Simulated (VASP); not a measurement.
Input of a VASP 6.6.1 run:

INCAR

```
SYSTEM = Cd
  PREC = Accurate
  ENCUT = 520
  EDIFF = 1E-6
  ISMEAR = 0
  SIGMA = 0.15
  LREAL = .False.
  LASPH = .True.
  NELM = 100
  ALGO = Normal
  ISIF = 2
  LWAVE = .False.
  LCHARG = .True.
  GGA = PS
  LELF = .True.
  LVHAR = .True.
  NBANDS = 12
```

File KPOINTS:

```
regular mesh
0
Gamma
  20 20 20
  0 0 0
```

POSCAR

```
Cd
1.0
    0.0000000000      2.2181497500      2.2181497500
    2.2181497500      0.0000000000      2.2181497500
    2.2181497500      2.2181497500      0.0000000000
Cd
1
Direct
    0.0000000000      0.0000000000      0.0000000000
```

Potentials or basis: VASP PAW PBE potentials, release 64 (Cd).

Launch:

```sh
$ cat potpaw_PBE.64/Cd/POTCAR > POTCAR
$ mpirun -np 1 vasp_std > vasp.out
```

(1) What does it give for the band gap on the k mesh?

(2) Estimate the pressure.

Answers

(1) none (metal or under the smearing width).

(2) -1.9 GPa.

Caveat: the PAW data sets were made with another functional, which shifts forces and pressure a little.
